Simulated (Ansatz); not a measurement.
# Ge: the cost of one run

Program: Ansatz 0.2.0. Level of theory: DFT PBE, scalar-relativistic, plane waves, PAW. These are calculated values, not measurements.

The COD entry's cell or inner coordinates are ideal or old and differ from later refinements, so a difference from it is no clean test against experiment.

### Step 1. The structure to begin with

Symmetry: Cmmm, No. 65, orthorhombic system. Conventional cell: a = 5.398 Å, b = 8.057 Å, c = 6.102 Å, α = 90.00°, β = 90.00°, γ = 90.00°. Ge (site symmetry 2) has 6 Ge at 2.70 to 3.05 Å as nearest neighbours. Ge (site symmetry mmm) is surrounded by 8 Ge at 2.86 Å.

As a file:

```cif
data_structure
_symmetry_space_group_name_H-M 'Cmmm'
_symmetry_Int_Tables_number 65
_cell_length_a 5.3984
_cell_length_b 8.0574
_cell_length_c 6.1021
_cell_angle_alpha 90.000
_cell_angle_beta 90.000
_cell_angle_gamma 90.000
_cell_volume 265.42
loop_
_atom_site_label
_atom_site_type_symbol
_atom_site_symmetry_multiplicity
_atom_site_Wyckoff_symbol
_atom_site_fract_x
_atom_site_fract_y
_atom_site_fract_z
_atom_site_occupancy
Ge1 Ge 8 m 0.25000 0.75000 0.25000 1
Ge2 Ge 2 a 0.00000 0.00000 0.00000 1
```

This is candidate A: K type (Cmmm, No. 65).

(A quick probe on a coarse mesh, which set the mesh and smearing, is not shown.)

### Step 3. Full relaxation (candidate A)

Input file input.yaml:

```yaml
crystal:
  lattice:
    - [2.6991804614, -4.0287146363, 0.0]
    - [2.6991804614, 4.0287146363, 0.0]
    - [0.0, 0.0, 6.1021461553]
  atoms:
    - { symbol: Ge, position: [0.5, 0.0, 0.25] }
    - { symbol: Ge, position: [0.0, 0.5, 0.75] }
    - { symbol: Ge, position: [0.0, 0.5, 0.25] }
    - { symbol: Ge, position: [0.5, 0.0, 0.75] }
    - { symbol: Ge, position: [0.0, 0.0, 0.0] }
basis:
  ecutwfc: 420
kpoints:
  mp_grid: { grid: [8, 8, 6] }
hamiltonian:
  xc: pbe
scf:
  occupations: { method: gaussian, width: 0.1 }
output:
  forces: true
  stress: true
  eigenvalues: true
relax:
  adjacent_minimum: "off"
  f_tol: 0.01
  max_steps: 80
  cell: { stress_tol: 0.05 }
```

Q: Estimate wall time and peak memory on 1 thread of an Arm CPU, shared host.

About 3.9 min, with a peak of 0.6 GiB.
